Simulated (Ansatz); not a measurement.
Levels of theory for SiC (wurtzite)

What experiment reports for this phase, and the runs try to reproduce:
- phonon mode: 769.8 cm⁻¹ (A1(TO) at Gamma, parallel to c; Raman or infrared, literature; literature value from a single source; quoted in “Infrared properties of SiC particles”, 1999, arxiv:astro-ph/9903031)

The calculated numbers come from Ansatz. Calculated for a static, non-magnetic cell.

The cell is SiC (wurtzite); cell and atoms were relaxed with r2SCAN. The symmetry is P6_3mc (No. 186, hexagonal); a = 3.075 Å, c = 5.048 Å in the conventional setting, 10.34 Å³ an atom. Around Si lie 4 C at 1.88–1.90 Å; around C lie 4 Si at 1.88–1.90 Å.

```cif
data_structure
_symmetry_space_group_name_H-M 'P 1'
_symmetry_Int_Tables_number 1
_cell_length_a 3.0754
_cell_length_b 3.0754
_cell_length_c 5.0481
_cell_angle_alpha 90.000
_cell_angle_beta 90.000
_cell_angle_gamma 120.000
_cell_volume 41.35
loop_
_atom_site_label
_atom_site_type_symbol
_atom_site_fract_x
_atom_site_fract_y
_atom_site_fract_z
_atom_site_occupancy
Si1 Si 0.33333 0.66667 0.99959 1
Si2 Si 0.66667 0.33333 0.49959 1
C1 C 0.33333 0.66667 0.37541 1
C2 C 0.66667 0.33333 0.87541 1
```

Relaxed lattice by functional, symmetry kept:

| functional | k mesh | a (Å) | c (Å) | volume (Å³/atom) |
| --- | --- | --- | --- | --- |
| PBE | 12×12×6 | 3.092 | 5.074 | 10.50 |
| r2SCAN | 12×12×4 | 3.075 | 5.048 | 10.34 |
| PBEsol | 12×12×4 | 3.076 | 5.048 | 10.34 |
| LDA | 12×12×4 | 3.056 | 5.016 | 10.14 |
| HSE06 | 6×6×4 | 3.071 | 5.036 | 10.28 |

Gaps on the r2SCAN cell, each the least over its mesh and the special points:

| level | k mesh | gap (eV) | kind | edges | least direct gap (eV) | rough cost |
| --- | --- | --- | --- | --- | --- | --- |
| LDA | 12×12×6 | 2.16 | indirect | Γ → K | 3.88 | 4 core-seconds |
| PBE | 12×12×6 | 2.28 | indirect | Γ → K | 3.98 | 7 core-seconds |
| r2SCAN | 12×12×6 | 2.65 | indirect | Γ → K | 4.48 | 9 core-seconds |
| r2SCANh | 6×6×4 | 3.23 | indirect | Γ → K | 5.12 | 60 core-seconds |
| HSE06 | 6×6×4 | 3.16 | indirect | Γ → K | 5.06 | 40 core-seconds |
| DDH-PBE0 | 6×6×4 | 3.18 | indirect | Γ → K | 5.00 | 80 core-seconds |
| PBE0 | 6×6×4 | 3.88 | indirect | Γ → K | 5.80 | 50 core-seconds |
| LC-ωPBE | 6×6×4 alone | 7.94 | indirect | Γ → K | 10.23 | 30 core-seconds |
| G0W0@PBE (123 empty bands, 120 eV, 6×6×4) | 6×6×4 | 2.99 | – | Γ → K (mesh) | – | 80 core-seconds |
| G0W0@PBE (306 empty bands, 220 eV, 6×6×4) | 6×6×4 | 3.18 | – | Γ → K (mesh) | – | 12 core-minutes |

PBE: smearing of 0.02 eV; the others have fixed occupations.
Wave cutoffs: 420 eV, 500 eV (r2SCAN, r2SCANh).
A mesh marked alone had no extra points solved.
The G0W0 gap is PBE's gap over the path plus the quasiparticle shift read on the mesh. No extrapolation in bands, cutoff or mesh was made for G0W0.
Costs come from shared machines and give only the order; PBE's includes the band path. The runs had 4 threads of Arm Neoverse V2 (shared host).

The HSE06 gap is indirect, 3.16 eV (Γ to K), below the direct gap of 5.06 eV at M. With r2SCAN, at Γ the top three valence levels group as 2+1 from the top, spread over 112 meV.

Taking G0W0@PBE (306 empty bands, 220 eV, 6×6×4), 3.18 eV, as the yardstick (a computed one, not at the basis limit), DDH-PBE0 comes nearest, 0.00 eV off, at about 9 times r2SCAN's cost; G0W0 itself took about 70 times r2SCAN's cost. The others: HSE06 -0.02, r2SCANh +0.05, r2SCAN -0.53, PBE0 +0.70, PBE -0.90, LDA -1.02, LC-ωPBE +4.76 eV. The yardstick still moved by +0.18 eV in its last step of bands and cutoff, so this order can change. r2SCAN covers 42 % of the step from PBE to HSE06, while HSE06 needs about 5 times r2SCAN's cost (on a coarser mesh). All these functionals give a gap of the same kind, indirect.

r2SCAN (ground state on 9×9×4): ε∞: 6.47 along x and y, 6.81 along z. Born charges, averaged over directions: Si +2.75, C -2.75 e. PBE (ground state on 9×9×4): ε∞: 6.91 along x and y, 7.28 along z. Born charges, averaged over directions: Si +2.74, C -2.74 e.

On the PBEsol cell (a = 3.076 Å, c = 5.048 Å), with PBEsol: The zone-centre optical frequencies run from 253 to 825 cm⁻¹, none imaginary (the rest of the zone wasn't tested). With the long-range field the highest mode reaches 956 cm⁻¹. By the program's warning the force constants, and with them frequencies and ε⁰, aren't converged on this mesh. ε∞: 7.02 along x and y, 7.40 along z. With the ions relaxed, ε⁰ is 10.3 along x and y, 11.5 along z. Born charges, averaged over directions: Si +2.75, C -2.75 e.

Set against measured values:
- Phonon mode at 770 cm⁻¹ (A1(TO) at Gamma, parallel to c): the nearest PBEsol mode at Γ lies at 761 cm⁻¹ (-1.2 %).
Reports marked as nanostructured, strained, doped, implanted or mixed samples, and transport gaps, were set aside. Modes are paired by degeneracy and infrared activity, where the label gives them, and frequency; they are harmonic.

The meshes of the hybrids are coarse, so their gaps aren't converged to the digits shown.

The splittings at Γ are without spin-orbit coupling, which regroups them where it is of like size or larger.
